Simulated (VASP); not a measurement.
**A VASP 6.6.1 single-point calculation on BN**

INCAR

```
NELM = 120
NBANDS = 11
NSW = 0
ALGO = Normal
LASPH = .TRUE.
METAGGA = R2SCAN
ISMEAR = 2
IBRION = -1
LWAVE = .FALSE.
ISIF = 2
LCHARG = .FALSE.
EDIFF = 1E-7
ENCUT = 520
SIGMA = 0.005
PREC = Accurate
LREAL = .FALSE.
```

KPOINTS

```
KPOINTS created by Atomic Simulation Environment
0
Gamma
12 12 12
0 0 0
```

POSCAR

```
B  N
 1.0000000000000000
     0.0558742404000000    1.7885066867999999    1.7885066867999999
     1.7885066867999999    0.0558742404000000    1.7885066867999999
     1.7885066867999999    1.7885066867999999    0.0558742404000000
 B   N
   1   1
Cartesian
  0.0016139944794109  0.0016139944794109  0.0016139944794109
  0.9066079090205892  0.9066079090205892  0.9066079090205891
```

The recommended PBE PAW datasets give the neutral cell 8 valence electrons.

Command

```
mpirun -np 1 vasp_std
```

OSZICAR

```
N       E                     dE             d eps       ncg     rms          rms(c)
DAV:   1     0.773325410246E+01    0.77333E+01   -0.52425E+03  4326   0.753E+02
DAV:   2    -0.218795532246E+02   -0.29613E+02   -0.28788E+02  4936   0.176E+02
DAV:   3    -0.223629788343E+02   -0.48343E+00   -0.48283E+00  4917   0.191E+01
DAV:   4    -0.223634980351E+02   -0.51920E-03   -0.51919E-03  4457   0.701E-01
DAV:   5    -0.223634984748E+02   -0.43975E-06   -0.43975E-06  4848   0.200E-02    0.712E+00
DAV:   6    -0.190433966034E+02    0.33201E+01   -0.18192E+00  4179   0.821E+00    0.391E+00
DAV:   7    -0.190242567698E+02    0.19140E-01   -0.34072E-01  4438   0.432E+00    0.194E+00
DAV:   8    -0.190221713246E+02    0.20854E-02   -0.49524E-02  4578   0.148E+00    0.193E-01
DAV:   9    -0.190214404355E+02    0.73089E-03   -0.64413E-03  4758   0.568E-01    0.103E-01
DAV:  10    -0.190214626762E+02   -0.22241E-04   -0.37181E-04  4557   0.160E-01    0.337E-02
DAV:  11    -0.190214618746E+02    0.80160E-06   -0.35113E-05  4707   0.437E-02    0.897E-03
DAV:  12    -0.190214624164E+02   -0.54179E-06   -0.19153E-06  4611   0.119E-02    0.167E-03
DAV:  13    -0.190214623842E+02    0.32245E-07   -0.14062E-07  2355   0.295E-03
   1 F= -.19021462E+02 E0= -.19021462E+02  d E =-.250414E-24
```

From OUTCAR

```
k-points           NKPTS =    189   k-points in BZ     NKDIM =    189   number of bands    NBANDS=     11

   NELECT =       8.0000    total number of electrons

   dimension x,y,z NGX =    20 NGY =   20 NGZ =   20
   dimension x,y,z NGXF=    40 NGYF=   40 NGZF=   40

  energy-cutoff  :      520.00
  volume of cell :       10.91
      direct lattice vectors                 reciprocal lattice vectors
     0.055874240  1.788506687  1.788506687    -0.293016595  0.284139860  0.284139860
     1.788506687  0.055874240  1.788506687     0.284139860 -0.293016595  0.284139860
     1.788506687  1.788506687  0.055874240     0.284139860  0.284139860 -0.293016595

 k-points in reciprocal lattice and weights: KPOINTS created by Atomic Simulation Env
   0.00000000  0.00000000  0.00000000       0.001
   0.08333333  0.00000000  0.00000000       0.003
   0.16666667  0.00000000 -0.00000000       0.003
   0.25000000  0.00000000  0.00000000       0.003
   0.33333333 -0.00000000 -0.00000000       0.003
   0.41666667  0.00000000  0.00000000       0.003
   0.50000000  0.00000000  0.00000000       0.002
   0.08333333  0.08333333  0.00000000       0.003
   ...

 E-fermi :   8.4198

 k-point     1 :       0.0000    0.0000    0.0000
  band No.  band energies     occupation
      1     -13.9969      2.00000
      2       7.9924      2.00000
      3       8.3841      2.00000
      4       8.3841      2.00000
      5      16.9435      0.00000
      6      18.6240      0.00000
      7      18.6240      0.00000
      8      21.1364      0.00000
      9      35.9719      0.00000
     10      38.0450      0.00000
     11      38.0450      0.00000

 k-point     2 :       0.0833    0.0000    0.0000
  band No.  band energies     occupation
      1     -13.8060      2.00000
      2       7.3480      2.00000
      3       7.8547      2.00000
      4       8.1582      2.00000
      5      17.2415      0.00000
      6      18.8774      0.00000
      7      18.9455      0.00000
      8      21.7175      0.00000
      9      35.0922      0.00000
     10      35.8953      0.00000
     11      35.9738      0.00000

 k-point     3 :       0.1667    0.0000   -0.0000
  band No.  band energies     occupation
      1     -13.2397      2.00000
      2       5.0863      2.00000
      3       7.3454      2.00000
      4       7.6107      2.00000
      5      17.9216      0.00000
      6      19.3674      0.00000
      7      19.6680      0.00000
      8      23.0274      0.00000
      9      33.3368      0.00000
     10      34.4127      0.00000
     11      34.8324      0.00000

 k-point     4 :       0.2500    0.0000    0.0000
  band No.  band energies     occupation
      1     -12.3221      2.00000
      2       2.3570      2.00000
      3       6.7920      2.00000
      4       6.9804      2.00000
      5      18.5751      0.00000
      6      19.8516      0.00000
      7      20.2931      0.00000
      8      24.2540      0.00000
      9      32.7122      0.00000
     10      34.2297      0.00000
     11      34.2549      0.00000

 k-point     5 :       0.3333   -0.0000   -0.0000
  band No.  band energies     occupation
      1     -11.1193      2.00000
      2      -0.3217      2.00000
      3       6.3307      2.00000
      4       6.4431      2.00000
      5      18.9792      0.00000
      6      20.1510      0.00000
      7      20.5294      0.00000
      8      25.0259      0.00000
      9      33.2158      0.00000
     10      34.5265      0.00000
     11      35.4833      0.00000

 ...

  Total        2.4684570      2.4684570      2.4684570     -1.1926095     -1.1926095     -1.1926095
  in kB      362.6363158    362.6363158    362.6363158   -175.2039962   -175.2039962   -175.2039962
  external PRESSURE =     362.6363158 kB  Pullay stress =       0.0000000 kB

 POSITION                                       TOTAL-FORCE (eV/Angst)
 -----------------------------------------------------------------------------------
      0.00161      0.00161      0.00161         0.006494      0.006494      0.006494
      0.90661      0.90661      0.90661        -0.006494     -0.006494     -0.006494
 -----------------------------------------------------------------------------------
    total drift:                                0.000094      0.000094      0.000094

  FREE ENERGIE OF THE ION-ELECTRON SYSTEM (eV)
  ---------------------------------------------------
  free  energy   TOTEN  =       -19.0214623842 eV

  energy  without entropy=      -19.0214623842  energy(sigma->0) =      -19.02146238
```

It converged. Results: gap between bands v and c on the k mesh 4.88 eV; least direct gap on the k mesh 8.56 eV; pressure 36.3 GPa. Band v is the last that the valence electrons fill when counted band by band, and c is the next.

For comparison, a separate r²SCAN run of the intended cell, on usual settings and not on those above, gives a gap of 4.88 eV on its mesh and a pressure of 36.3 GPa.

The run above took about 67 s on one core of a shared host (Intel Xeon Platinum 8488C) and held 0.14 GiB at most.
